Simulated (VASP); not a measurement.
Here is the system:

```
AlSb
1.0
    0.00000     3.07000     3.07000
    3.07000     0.00000     3.07000
    3.07000     3.07000     0.00000
Al Sb
1 1
Direct
  0.00000   0.00000   0.00000
  0.25000   0.25000   0.25000
```

Calculation: SCAN meta-GGA, VASP's PBE PAW potentials (set 64) (plane waves; VASP). Run with 520 eV cut-off, 7×7×7 Γ-centred mesh, Gaussian smearing of 0.050 eV, potentials Al Sb.

### Question
The ions, cell shape and volume are relaxed. Give the cell that the relaxation ends in.

### Answer

```
AlSb
1.0
    0.00000     3.08608     3.08608
    3.08608     0.00000     3.08608
    3.08608     3.08608     0.00000
Al Sb
1 1
Direct
  0.00000   0.00000   0.00000
  0.25000   0.25000   0.25000
```
Space group F-43m (216), at a tolerance of 0.03 Å.

### Question
How do energy and volume change from the first to the last step?

### Answer
The energy (σ→0) changes by -1.3 meV/atom and the volume by +1.6 %, in 3 ionic steps.

| step | E(σ→0) (eV) | max force (eV/Å) | pressure (GPa) | volume (Å³) |
|---|---|---|---|---|
| 1 | -45.4173 | 0.000 | 0.94 | 57.87 |
| 2 | -45.4191 | 0.000 | -0.47 | 59.30 |
| 3 | -45.4199 | 0.000 | 0.01 | 58.78 |

The compound is AlSb in the zinc blende structure. This run relaxes it. Symmetry was kept, so distortions that lower it aren't found.
